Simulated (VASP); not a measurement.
## Ca: single point with PBE

The system is Ca.

```
CELL_PARAMETERS angstrom
3.98000 0.00000 0.00000
-1.99000 3.44678 0.00000
0.00000 0.00000 6.52000
ATOMIC_POSITIONS crystal
Ca 0.33333 0.66667 0.25000
Ca 0.66667 0.33333 0.75000
```

This isn't the form of Ca at room conditions, which is fcc.

| Quantity | Value |
| --- | --- |
| Program | VASP 6.6.1 |
| Task | single point |
| Functional | PBE |
| Potentials or basis | VASP PAW PBE potentials, release 64 (Ca_sv) |
| Cutoff | 520 eV |
| k mesh | 15 × 15 × 8 |
| Occupations | gaussian, width 0.15 eV |
| Spin | no spin polarisation |
| Dipole correction | no |
| Further INCAR settings | ALGO = Fast; EDIFF = 1e-06; NBANDS = 17 |

| Property | Result |
| --- | --- |
| Pressure | -0.8 GPa |
| Band gap on the k mesh | none (metal or under the smearing width) |

Levels at points of the mesh, in eV from the Fermi level:
```tsv
k point	band 7	band 8	band 9	band 10	band 11	band 12	band 13	band 14
(0.00, 0.00, 0.00)	-23.12	-23.12	-3.98	-1.04	-0.27	2.18	2.19	2.19
(0.00, 0.00, 0.50)	-23.13	-23.13	-3.01	-3.01	1.34	1.34	2.18	2.18
```

Wall time 3.4 min on 1 thread of Intel(R) Xeon(R) Platinum 8259CL CPU @ 2.50GHz (Skylake/Cascade Lake) (shared host), peak memory 0.32 GiB.
